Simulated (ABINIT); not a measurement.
# A GW chain in ABINIT: LiF (Griceite)

Wanted: ground state, empty states, screening and self-energy for LiF (Griceite).

Main program and level: ABINIT 10.8.3; LDA and many-body steps on it, plane waves.

## (1) Set-up

The structure is cubic, space group Fm-3m (No. 225). Conventional cell: a = 4.028 Å, b = 4.028 Å, c = 4.028 Å, α = 90.00°, β = 90.00°, γ = 90.00°. Nearest to Li lie 6 F at 2.01 Å. Nearest to F lie 6 Li at 2.01 Å. Farther neighbours and most contacts between anions are not listed.

As a file:

```cif
data_structure
_symmetry_space_group_name_H-M 'Fm-3m'
_symmetry_Int_Tables_number 225
_cell_length_a 4.0280
_cell_length_b 4.0280
_cell_length_c 4.0280
_cell_angle_alpha 90.000
_cell_angle_beta 90.000
_cell_angle_gamma 90.000
_cell_volume 65.35
loop_
_atom_site_label
_atom_site_type_symbol
_atom_site_symmetry_multiplicity
_atom_site_Wyckoff_symbol
_atom_site_fract_x
_atom_site_fract_y
_atom_site_fract_z
_atom_site_occupancy
Li1 Li 4 a 0.00000 0.00000 0.00000 1
F1 F 4 b 0.50000 0.00000 0.00000 1
```

The cell and positions come from the Crystallography Open Database and are kept as given unless a step says otherwise.

## (2) Ground state

This step: ABINIT 10.8.3; DFT, LDA, plane waves, norm-conserving pseudopotentials.

The ground-state density comes first.

File run.abi:

```
acell 3*1.0 Angstrom
rprim 
  0.000000000000 2.014000000000 2.014000000000
  2.014000000000 0.000000000000 2.014000000000
  2.014000000000 2.014000000000 -0.000000000000
ntypat 2
znucl 3 9
natom 2
typat 1 2
xred 
  0.000000000000 0.000000000000 0.000000000000
  0.500000000000 0.500000000000 0.500000000000
pp_dirpath "pseudos"
pseudos "Li.upf, F.upf"
ecut 36
ngkpt 8 8 8
nshiftk 1
shiftk 0 0 0
kptopt 1
chksymbreak 0
nband 10
occopt 1
tolvrs 1e-10
nstep 60
prtwf 0
optforces 0
optstress 0
indata_prefix "in"
outdata_prefix "out"
tmpdata_prefix "tmp"
```

Run with:

```sh
$ OMP_NUM_THREADS=1 mpirun -n 4 abinit run.abi > log
```

Numbers of over 12 decimals in the logs are rounded to 6 here.

Log:

```text
.Version 10.8.3 of ABINIT. v10.8.2 released Aug 2026.

 Symmetries : space group Fm -3 m (#225); Bravais cF (face-center cubic)
================================================================================
 Values of the parameters that define the memory need of the present run
     intxc =       0    ionmov =       0      iscf =       7    lmnmax =       5
     lnmax =       5     mgfft =      30  mpssoang =       3    mqgrid =    3001
     natom =       2  nloc_mem =       1    nspden =       1   nspinor =       1
    nsppol =       1      nsym =      48    n1xccc =    2501    ntypat =       2
    occopt =       1   xclevel =       1
-    mband =          10        mffmem =           1         mkmem =           8
       mpw =        1155          nfft =       27000          nkpt =          29
================================================================================
  Rough estimation (10% accuracy) of disk space for files :
================================================================================

--------------------------------------------------------------------------------
------------- Echo of variables that govern the present computation ------------
--------------------------------------------------------------------------------
 -outvars: echo values of preprocessed input variables --------
            acell      1.8897261259E+00  1.8897261259E+00  1.8897261259E+00 Bohr

      chksymbreak           0
             ecut      3.60000000E+01 Hartree
-          fftalg         312

              ixc       -1012
              kpt      0.00000000E+00  0.00000000E+00  0.00000000E+00
                       1.25000000E-01  0.00000000E+00  0.00000000E+00
                       2.50000000E-01  0.00000000E+00  0.00000000E+00
                       3.75000000E-01  0.00000000E+00  0.00000000E+00
                       5.00000000E-01  0.00000000E+00  0.00000000E+00
                       1.25000000E-01  1.25000000E-01  0.00000000E+00
                       2.50000000E-01  1.25000000E-01  0.00000000E+00
                       3.75000000E-01  1.25000000E-01  0.00000000E+00
                       5.00000000E-01  1.25000000E-01  0.00000000E+00
   [... 18 further rows ...]
                      -3.75000000E-01  5.00000000E-01  1.25000000E-01
                      -2.50000000E-01  5.00000000E-01  2.50000000E-01
         kptrlatt        8    0    0      0    8    0      0    0    8
          kptrlen      4.30589384E+01
P           mkmem           8
            natom           2
            nband          10
            ngfft          30      30      30
             nkpt          29
            nstep          60
             nsym          48
           ntypat           2
              occ      2.000000  2.000000  2.000000  2.000000  2.000000  0.000000
                       0.000000  0.000000  0.000000  0.000000
        optforces           0
        optstress           0
            prtwf           0
            rprim      0.0000000000E+00  2.0140000000E+00  2.0140000000E+00
[...]
spgroup         225

           tolvrs      1.00000000E-10

             xred      0.0000000000E+00  0.0000000000E+00  0.0000000000E+00
[...]
znucl        3.00000    9.00000

================================================================================

 chkinp: Checking input parameters for consistency.

================================================================================
== DATASET  1 ==================================================================
-   mpi_nproc: 4, omp_nthreads: 1 (-1 if OMP is not activated)

--- !DatasetInfo
iteration_state: {dtset: 1, }
dimensions: {natom: 2, nkpt: 29, mband: 10, nsppol: 1, nspinor: 1, nspden: 1, mpw: 1155, }
cutoff_energies: {ecut:  36.0, pawecutdg:  -1.0, }
electrons: {nelect:   1.00000000E+01, charge:   0.00000000E+00, occopt:   1.00000000E+00, tsmear:   1.00000000E-02, }

 Real(R)+Recip(G) space primitive vectors, cartesian coordinates (Bohr,Bohr^-1):
 R(1)=  0.0000000  3.8059084  3.8059084  G(1)= -0.1313747  0.1313747  0.1313747
 R(2)=  3.8059084  0.0000000  3.8059084  G(2)=  0.1313747 -0.1313747  0.1313747
 R(3)=  3.8059084  3.8059084  0.0000000  G(3)=  0.1313747  0.1313747 -0.1313747
 Unit cell volume ucvol=  1.1025670E+02 bohr^3
 Angles (23,13,12)=  6.00000000E+01  6.00000000E+01  6.00000000E+01 degrees

 getcut: wavevector=  0.0000  0.0000  0.0000  ngfft=  30  30  30
         ecut(hartree)=     36.000   => boxcut(ratio)=   2.06592

--- Pseudopotential description ------------------------------------------------
- Li Generated using ONCVPSP code by D. R. Hamann
-  3.00000   3.00000  180309                  znucl, zion, pspdat
12 -1012 1 -1 1944                            pspcod,pspxc,lmax,lloc,mmax
     nproj     2     2     0
  pspatm : epsatm=    2.61415252
         --- l  ekb(1:nproj) -->
[...]
pspatm: atomic psp has been read  and splines computed

- F Generated using ONCVPSP code by D. R. Hamann
-  9.00000   7.00000  201202                  znucl, zion, pspdat
12 -1012 2 -1 824                             pspcod,pspxc,lmax,lloc,mmax
     nproj     2     2     1
  pspatm : epsatm=    4.94580260
         --- l  ekb(1:nproj) -->
[...]
1   -4.029087   -1.312559
             2   -2.364936
 pspatm: atomic psp has been read  and splines computed

   7.55995512E+01                                ecore*ucvol(ha*bohr**3)
--------------------------------------------------------------------------------

_setup2: Arith. and geom. avg. npw (full set) are    1137.021    1137.006

================================================================================

--- !BeginCycle
iteration_state: {dtset: 1, }
solver: {iscf: 7, nstep: 60, nline: 4, wfoptalg: 0, }
tolerances: {tolvrs: 1.00E-10, }

     iter   Etot(hartree)      deltaE(h)  residm     vres2
 ETOT  1  -31.789549230694    -3.179E+01 1.919E-01 7.898E+01
 ETOT  2  -31.805428927075    -1.588E-02 6.233E-04 6.186E+01
 ETOT  3  -31.829565212621    -2.414E-02 1.267E-03 1.289E+00
 ETOT  4  -31.829981746077    -4.165E-04 1.304E-04 9.793E-04
 ETOT  5  -31.829982094784    -3.487E-07 1.079E-04 1.648E-06
 ETOT  6  -31.829982094959    -1.747E-10 7.580E-05 7.766E-08
 ETOT  7  -31.829982094971    -1.237E-11 7.049E-05 1.104E-08
 ETOT  8  -31.829982094975    -3.745E-12 4.720E-05 9.244E-11

 At SCF step    8       vres2   =  9.24E-11 < tolvrs=  1.00E-10 =>converged.

--- !ResultsGS
iteration_state: {dtset: 1, }
comment   : Summary of ground state results
lattice_vectors:
- [  0.0000000,   3.8059084,   3.8059084, ]
- [  3.8059084,   0.0000000,   3.8059084, ]
- [  3.8059084,   3.8059084,  -0.0000000, ]
lattice_lengths: [   5.38237,    5.38237,    5.38237, ]
lattice_angles: [ 60.000,  60.000,  60.000, ] # degrees, (23, 13, 12)
lattice_volume:   1.1025670E+02
convergence: {deltae: -3.745E-12, res2:  9.244E-11, residm:  4.720E-05, diffor:  0.000E+00, }
etotal    :  -3.18299821E+01
entropy   :   0.00000000E+00
fermie    :  -5.01817454E-02
cartesian_stress_tensor: null
pressure_GPa: null
xred      :
- [  0.0000E+00,   0.0000E+00,   0.0000E+00, Li]
- [  5.0000E-01,   5.0000E-01,   5.0000E-01,  F]
cartesian_forces: null
force_length_stats: {min: null, max: null, mean: null, }

 Integrated electronic density in atomic spheres:
 ------------------------------------------------
 Atom  Sphere_radius  Integrated_density
    1        2.00000          2.34361098
    2        2.00000          7.06344912
================================================================================

 ----iterations are completed or convergence reached----

 Mean square residual over all n,k,spin=   22.355E-08; max=  47.202E-06
 reduced coordinates (array xred) for    2 atoms
       0.000000000000      0.000000000000      0.000000000000
       0.500000000000      0.500000000000      0.500000000000
 rms dE/dt=  0.0000E+00; max dE/dt=  0.0000E+00; dE/dt below (all hartree)
    1       0.000000000000      0.000000000000      0.000000000000
    2       0.000000000000      0.000000000000      0.000000000000

 cartesian coordinates (angstrom) at end:
    1      0.000000     0.000000     0.000000
    2      2.014000     2.014000     2.014000
 length scales=  1.889726125908  1.889726125908  1.889726125908 bohr
              =  1.000000000000  1.000000000000  1.000000000000 angstroms
 prteigrs : about to open file out_EIG
 Fermi (or HOMO) energy (hartree) =  -0.05018   Average Vxc (hartree)=  -0.39142
 Eigenvalues (hartree) for nkpt=  29  k points:
 kpt#   1, nband= 10, wtk=  0.00195, kpt=  0.0000  0.0000  0.0000 (reduced coord)
  -1.50840   -0.76724   -0.05018   -0.05018   -0.05018    0.27557    0.81338    0.81338
   0.81338    0.83141
 prteigrs : prtvol=0 or 1, do not print more k-points.

--- !EnergyTerms
iteration_state     : {dtset: 1, }
comment             : Components of total free energy in Hartree
kinetic             :  2.13566420044117E+01
hartree             :  8.21696999463972E+00
xc                  : -7.05550569308440E+00
Ewald energy        : -2.04741383175823E+01
psp_core            :  6.85668535977648E-01
local_psp           : -2.73398394060627E+01
non_local_psp       : -7.21977921327456E+00
total_energy        : -3.18299820949749E+01
total_energy_eV     : -8.66137936989022E+02
band_energy         : -5.07604687137780E+00

== END DATASET(S) ==============================================================
================================================================================

 -outvars: echo values of variables after computation  --------
           etotal     -3.1829982095E+01
            nband          10
             nkpt          29
          spgroup         225
 [... the other variables as echoed above ...]

 Calculation completed.
```

Run time: 3.3 s. Hardware: 4 MPI ranks of Arm Neoverse V2, shared host; peak memory 0.24 GiB.

Numbers from this step:

| Quantity | Value |
| --- | --- |
| total energy | -866.1379 eV |
| gap | 8.864 eV |
| k of the valence top | 0, 0, 0 |
| k of the conduction bottom | 0, 0, 0 |
| least direct gap | 8.864 eV |

The gap is direct, at Γ.

[end of part 1 of 3]

[Paths, hosts, dates, memory and timing lines, banners, echoed tables and standing remarks are left out of the program output.]

[Logs are printed without paths, hosts, clocks, repeated set-up lines and the standing remarks that a program may print on its own settings, such as how far it seeks lower states.]

[Runs of the session that timed out or met a known fault of the program may be left out.]

[Hosts, paths, dates, database ids (printed as entryN), source tags and the programs' standing remarks are cut or masked in the printed files.]

[G0W0 gaps are taken among the corrected bands and points alone; a level outside them can change the order at an edge.]

[Where Ansatz stands beside ABINIT at settings called matched, ABINIT's density can come from a denser mesh and the files from another edition; pairs whose starting gaps differed by over 0.03 eV were left out, so agreement reads better than it is.]
